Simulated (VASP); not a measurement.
A run of VASP 6.6.1 is set up as follows.

Contents of POSCAR:

```
Si
1.0
    2.6205428149      0.0000000000      0.0000000000
   -1.3102714075      2.2694566494      0.0000000000
    0.0000000000      0.0000000000      2.4663543900
Si
1
Direct
    0.0000000000      0.0000000000      0.0000000000
```

Contents of INCAR.step1:

```
ALGO     = Fast           # electronic algorithm
EDIFF    = 1E-8           # SCF threshold, eV
EDIFFG   = -0.002         # ionic threshold
ENCUT    = 600            # plane-wave cutoff, eV
GGA      = PE             # functional
IBRION   = 2              # ionic algorithm
ISIF     = 3              # what is computed and relaxed
ISMEAR   = -1             # smearing method
LASPH    = T              # aspherical terms in the spheres
LCHARG   = F              # write CHGCAR
LREAL    = F              # projectors in reciprocal space
LWAVE    = F              # write WAVECAR
NELM     = 60             # most SCF steps
NSW      = 40             # ionic steps
PREC     = Accurate       # precision mode
SIGMA    = 0.05           # smearing width, eV
```

INCAR.step2

```
ALGO     = Fast           # electronic algorithm
EDIFF    = 1E-8           # SCF threshold, eV
ENCUT    = 600            # plane-wave cutoff, eV
GGA      = PE             # functional
IBRION   = 6              # ionic algorithm
ISIF     = 2              # what is computed and relaxed
ISMEAR   = -1             # smearing method
LASPH    = T              # aspherical terms in the spheres
LCHARG   = F              # write CHGCAR
LREAL    = F              # projectors in reciprocal space
LWAVE    = F              # write WAVECAR
NELM     = 60             # most SCF steps
NFREE    = 2            
NSW      = 1              # ionic steps
POTIM    = 0.015          # step
PREC     = Accurate       # precision mode
SIGMA    = 0.05           # smearing width, eV
```

The input KPOINTS:

```
k-points
0
Gamma
  9 9 8
```

Potentials or basis: VASP PAW PBE potentials, release 64 (Si).

Launch:

```console
$ cat potpaw_PBE.64/Si/POTCAR > POTCAR
$ cp INCAR.step1 INCAR
$ mpirun -np 1 vasp_std > vasp.out
$ cp CONTCAR POSCAR
$ cp INCAR.step2 INCAR
$ mpirun -np 1 vasp_std > vasp.out
```

(1) Estimate the relaxed cell.

(2) What does it give for the space group after relaxing (to 0.05 Å)?

(3) What does it give for the relaxed volume?

Results:

(1) a = 2.632 Å, b = 2.632 Å, c = 2.495 Å, α = 90.00°, β = 90.00°, γ = 120.00°.

(2) P6/mmm (No. 191).

(3) 14.97 Å³/atom.
